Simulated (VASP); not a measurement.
Input of a VASP 6.6.1 run:

File POSCAR:

```
W2C
1.0
    3.0700456420      0.0000000000      0.0000000000
   -1.5350228210      2.6587375167      0.0000000000
    0.0000000000      0.0000000000      4.6784280000
W C
2 1
Direct
    0.6666666667      0.3333333333      0.2536690000
    0.3333333333      0.6666666667      0.7463310000
    0.0000000000      0.0000000000      0.0000000000
```

The input INCAR.step1:

```
PREC = Accurate
ENCUT = 520
EDIFF = 1E-5
ISMEAR = -1
SIGMA = 0.05
LREAL = False
LASPH = True
NELM = 80
ALGO = Normal
ISIF = 2
LWAVE = True
LCHARG = False
NBANDS = 23
GGA = PE
```

File INCAR.step2:

```
PREC = Accurate
ENCUT = 520
EDIFF = 1E-6
ISMEAR = -1
SIGMA = 0.05
LREAL = False
LASPH = True
NELM = 80
ALGO = Normal
ISIF = 2
LWAVE = False
LCHARG = False
GGA = PE
LHFCALC = True
HFSCREEN = 0.2
AEXX = 0.1
PRECFOCK = Fast
NBANDS = 23
ISTART = 1
```

KPOINTS

```
regular mesh
0
Gamma
  5 5 3
```

Potentials or basis: VASP PAW PBE potentials, release 64 (W_sv, C).

The run is started by

```console
$ cat potpaw_PBE.64/W_sv/POTCAR potpaw_PBE.64/C/POTCAR > POTCAR
$ cp INCAR.step1 INCAR
$ mpirun -np 1 vasp_std > vasp.out
$ cp INCAR.step2 INCAR
$ mpirun -np 1 vasp_std > vasp.out
```

(1) What does it give for the pressure?

(2) Estimate the largest force.

(3) Predict the band gap on the k mesh.

Results:

(1) -4.6 GPa.

(2) 0.462 eV/Å.

(3) none (metal or under the smearing width).

Caveat: the k mesh is coarse (spacing up to 0.47 Å⁻¹), so the values aren't converged, least of all with exact exchange; the PAW data sets were made with another functional, which shifts forces and pressure a little.
